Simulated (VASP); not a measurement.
Level of theory: LDA (Ceperley-Alder, Perdew-Zunger), VASP's LDA PAW potentials (set 64) (plane waves; VASP).

VASP ran on this input.

INCAR:
```
# general
SYSTEM   =  ZrO2
PREC     =  Accurate
ENCUT    =  520
LREAL    =  .FALSE.
LASPH    =  .TRUE.

# electronic loop
EDIFF    =  1E-7
NELM     =  100
ALGO     =  Normal
LMAXMIX  =  4

# smearing
ISMEAR   =  0
SIGMA    =  0.05

# ions
ISIF     =  2

# output
LWAVE    =  .FALSE.
LCHARG   =  .FALSE.
```

### POSCAR
```
ZrO2
3.6282250
  0.0000000000   0.7071067841   0.7071067841
  0.7071067841   0.0000000000   0.7071067841
  0.7071067841   0.7071067841   0.0000000000
Zr O
1 2
Cartesian
  0.0000000000   0.0000000000   0.0000000000
  0.3535533920   0.3535533920   0.3535533920
  1.0606601761   1.0606601761   1.0606601761
```

File KPOINTS:
```
kpoints
0
G
  8 8 8
0 0 0
```

POTCAR, in this order: Zr_sv O (LDA.64 set). Program: vasp_std.

The resulting files:

### OUTCAR
```
 ion  position               nearest neighbor table
   1  0.000  0.000  0.000-   3 2.22   2 2.22   3 2.22   2 2.22   3 2.22   3 2.22   2 2.22   2 2.22
  LATTYP: Found a face centered cubic cell.
 ALAT       =     5.1310850232
 Subroutine PRICEL returns:
 Original cell was already a primitive cell.
 Subroutine GETGRP returns: Found 48 space group operations
The static configuration has the point symmetry O_h .
The dynamic configuration has the point symmetry O_h .
 Subroutine INISYM returns: Found 48 space group operations
 Subroutine IBZKPT returns following result:
 Found     29 irreducible k-points:

 Following reciprocal coordinates:
            Coordinates               Weight
  0.000000  0.000000  0.000000      1.000000
  0.125000  0.000000  0.000000      8.000000
  0.250000  0.000000  0.000000      8.000000
  0.375000  0.000000  0.000000      8.000000
  0.500000  0.000000  0.000000      4.000000
  0.125000  0.125000  0.000000      6.000000
  0.250000  0.125000  0.000000     24.000000
  0.375000  0.125000  0.000000     24.000000
  0.500000  0.125000  0.000000     24.000000
 -0.375000  0.125000  0.000000     24.000000
 -0.250000  0.125000  0.000000     24.000000
 -0.125000  0.125000  0.000000     12.000000
  0.250000  0.250000  0.000000      6.000000
  0.375000  0.250000  0.000000     24.000000
  0.500000  0.250000  0.000000     24.000000
 -0.375000  0.250000  0.000000     24.000000
 -0.250000  0.250000  0.000000     12.000000
  0.375000  0.375000  0.000000      6.000000
  0.500000  0.375000  0.000000     24.000000
 -0.375000  0.375000  0.000000     12.000000
  0.500000  0.500000  0.000000      3.000000
  0.375000  0.250000  0.125000     24.000000
  0.500000  0.250000  0.125000     48.000000
 -0.375000  0.250000  0.125000     24.000000
  0.500000  0.375000  0.125000     24.000000
 -0.375000  0.375000  0.125000     48.000000
 -0.250000  0.375000  0.125000     24.000000
 -0.375000  0.500000  0.125000     12.000000
 -0.250000  0.500000  0.250000      6.000000
   k-points           NKPTS =     29   k-points in BZ     NKDIM =     29   number of bands    NBANDS=     16
   number of dos      NEDOS =    301   number of ions     NIONS =      3
   total plane-waves  NPLWV =  21952
   dimension x,y,z NGX =    28 NGY =   28 NGZ =   28
   dimension x,y,z NGXF=    56 NGYF=   56 NGZF=   56
   ions per type =               1   2
   PREC   = accura    normal or accurate (medium, high low for compatibility)
   ISTART =      0    job   : 0-new  1-cont  2-samecut
   ICHARG =      2    charge: 1-file 2-atom 10-const
   ISPIN  =      1    spin polarized calculation?
   LNONCOLLINEAR =      F non collinear calculations
   LSORBIT =      F    spin-orbit coupling
   INIWAV =      1    electr: 0-lowe 1-rand  2-diag
   ENCUT  =  520.0 eV  38.22 Ry    6.18 a.u.   6.75  6.75  6.75*2*pi/ulx,y,z
   NELM   =    100;   NELMIN=  2; NELMDL= -5     # of ELM steps
   EDIFF  = 0.1E-06   stopping-criterion for ELM
   LREAL  =      F    real-space projection
   NLSPLINE    = F    spline interpolate recip. space projectors
   LMAXMIX     =    4 max onsite mixed and CHGCAR
   VOSKOWN=      0    Vosko Wilk Nusair interpolation
   EDIFFG = 0.1E-05   stopping-criterion for IOM
   NSW    =      0    number of steps for IOM
   NBLOCK =      1;   KBLOCK =      1    inner block; outer block
   IBRION =     -1    ionic relax: 0-MD 1-quasi-New 2-CG
   NFREE  =      0    steps in history (QN), initial steepest desc. (CG)
   ISIF   =      2    stress and relaxation
   ISYM   =      2    0-nonsym 1-usesym 2-fastsym
   TEIN   =    0.0    initial temperature
   TEBEG  =    0.0;   TEEND  =   0.0 temperature during run
   SMASS  =  -3.00    Nose mass-parameter (am)
   PSTRESS=    0.0 pullay stress
...
```

File OSZICAR:
```
       N       E                     dE             d eps       ncg     rms          rms(c)
DAV:   1     0.192670485123E+03    0.19267E+03   -0.14673E+04   928   0.154E+03
DAV:   2    -0.297570208459E+02   -0.22243E+03   -0.21895E+03  1216   0.387E+02
DAV:   3    -0.373721022418E+02   -0.76151E+01   -0.76096E+01  1440   0.741E+01
DAV:   4    -0.375337406505E+02   -0.16164E+00   -0.16161E+00  1240   0.833E+00
DAV:   5    -0.375372594887E+02   -0.35188E-02   -0.35188E-02  1280   0.982E-01    0.240E+01
DAV:   6    -0.315009573068E+02    0.60363E+01   -0.36571E+01  1040   0.456E+01    0.985E+00
DAV:   7    -0.313521413895E+02    0.14882E+00   -0.16005E+00  1200   0.104E+01    0.615E+00
DAV:   8    -0.312815258138E+02    0.70616E-01   -0.20970E-01  1200   0.436E+00    0.462E-01
DAV:   9    -0.312813546380E+02    0.17118E-03   -0.11227E-02  1320   0.904E-01    0.359E-01
DAV:  10    -0.312813966669E+02   -0.42029E-04   -0.26307E-03  1216   0.555E-01    0.104E-01
DAV:  11    -0.312814039130E+02   -0.72461E-05   -0.75076E-04  1120   0.236E-01    0.927E-02
DAV:  12    -0.312813658859E+02    0.38027E-04   -0.23478E-04  1152   0.115E-01    0.768E-03
DAV:  13    -0.312813656898E+02    0.19604E-06   -0.35326E-06  1016   0.182E-02    0.189E-03
DAV:  14    -0.312813657450E+02   -0.55118E-07   -0.41352E-07  1192   0.489E-03
   1 F= -.31281366E+02 E0= -.31281366E+02  d E =-.119513E-17
```

### OUTCAR
```
------------------------ aborting loop because EDIFF is reached ----------------------------------------
  FORCE on cell =-STRESS in cart. coord.  units (eV):
  Direction    XX          YY          ZZ          XY          YZ          ZX
  --------------------------------------------------------------------------------------
  Total       -2.9571890     -2.9571890     -2.9571890      0.0000000      0.0000000      0.0000000
  in kB     -140.2884861   -140.2884861   -140.2884861      0.0000000      0.0000000      0.0000000
  external PRESSURE =    -140.2884861 kB  Pullay stress =       0.0000000 kB
  volume of cell :       33.77
      direct lattice vectors                 reciprocal lattice vectors
     0.000000000  2.565542512  2.565542512    -0.194890553  0.194890553  0.194890553
     2.565542512  0.000000000  2.565542512     0.194890553 -0.194890553  0.194890553
     2.565542512  2.565542512  0.000000000     0.194890553  0.194890553 -0.194890553
 POSITION                                       TOTAL-FORCE (eV/Angst)
 -----------------------------------------------------------------------------------
      0.00000      0.00000      0.00000        -0.000000     -0.000000     -0.000000
      1.28277      1.28277      1.28277        -0.000000     -0.000000     -0.000000
      3.84831      3.84831      3.84831         0.000000      0.000000      0.000000
 -----------------------------------------------------------------------------------
    total drift:                                0.000000      0.000000      0.000000
  FREE ENERGIE OF THE ION-ELECTRON SYSTEM (eV)
  ---------------------------------------------------
  free  energy   TOTEN  =       -31.2813657450 eV

  energy  without entropy=      -31.2813657450  energy(sigma->0) =      -31.28136574
```
(Selected blocks of OUTCAR.)

The compound is ZrO2 in the fluorite structure, the high-temperature cubic form, which is unstable at 0 K; the monoclinic form is the stable one. This cell is one point of a volume scan, at 1.06 of the reference volume.
